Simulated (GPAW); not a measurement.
Crystal: C.

```
CELL_PARAMETERS angstrom
0.00000 1.78337 1.78337
1.78337 0.00000 1.78337
1.78337 1.78337 0.00000
ATOMIC_POSITIONS crystal
C 0.25000 0.25000 0.25000
C 0.00000 0.00000 0.00000
```

This isn't the form of C at room conditions, which is graphite.

Base run:

- Program: GPAW 26.7.0
- Functional: TASK
- Potentials or basis: GPAW PAW data sets (gpaw-data 1.2.1)
- Cutoff: 800 eV
- Basis: pw
- k mesh: 10 × 10 × 10
- Occupations: fermi-dirac, width 0.05 eV
- Spin: no spin polarisation

Its results: band gap on the k mesh 4.38 eV, indirect (least direct gap 5.78 eV).

Question: After a change of settings the same cell gave: band gap on the k mesh 5.49 eV, indirect (least direct gap 7.00 eV). Which change was it?
A. functional from TASK to HSE06; cutoff from 800 eV to 600 eV; k mesh from 10 × 10 × 10 to 7 × 7 × 7
B. functional from TASK to PBE; basis from pw to fd
C. functional from TASK to PBE; basis from pw to lcao:dzp

Answer: A.

Caveats: some runs use coarse meshes; an odd mesh through Γ misses points on the zone boundary, where band edges often lie (some runs).
